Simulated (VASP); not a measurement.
Input:

```
CELL_PARAMETERS angstrom
      0.00000     3.01000     3.01000
      3.01000     0.00000     3.01000
      3.01000     3.01000     0.00000
ATOMIC_POSITIONS crystal
  Li 0.00000 0.00000 0.00000
  I  0.50000 0.50000 0.50000
```

Calculation: SCAN meta-GGA, VASP's PBE PAW potentials (set 64) (plane waves; VASP). Settings: 520 eV cut-off, 7×7×7 Γ-centred mesh, Gaussian smearing of 0.050 eV, potentials Li_sv I.

Energy and stress use the plane-wave basis of the starting cell.

**Question.** The ions, cell shape and volume are relaxed. What does this cell relax into?

**Answer.** 
```
CELL_PARAMETERS angstrom
      0.00000     2.98501     2.98501
      2.98501     0.00000     2.98501
      2.98501     2.98501     0.00000
ATOMIC_POSITIONS crystal
  Li 0.00000 0.00000 0.00000
  I  0.50000 0.50000 0.50000
```
Space group Fm-3m (225), at a tolerance of 0.03 Å.

**Question.** How do energy and volume change from the first to the last step?

**Answer.** The energy (σ→0) changes by -1.3 meV/atom and the volume by -2.5 %, in 3 ionic steps.

```csv
step,E(σ→0) (eV),max force (eV/Å),pressure (GPa),volume (Å³)
1,-41.7885,0.000,-0.36,54.54
2,-41.7899,0.000,-0.23,54.06
3,-41.7912,0.000,0.01,53.19
```

The compound is LiI in the rock salt structure. This run relaxes it. Symmetry was kept, so distortions that lower it aren't found.
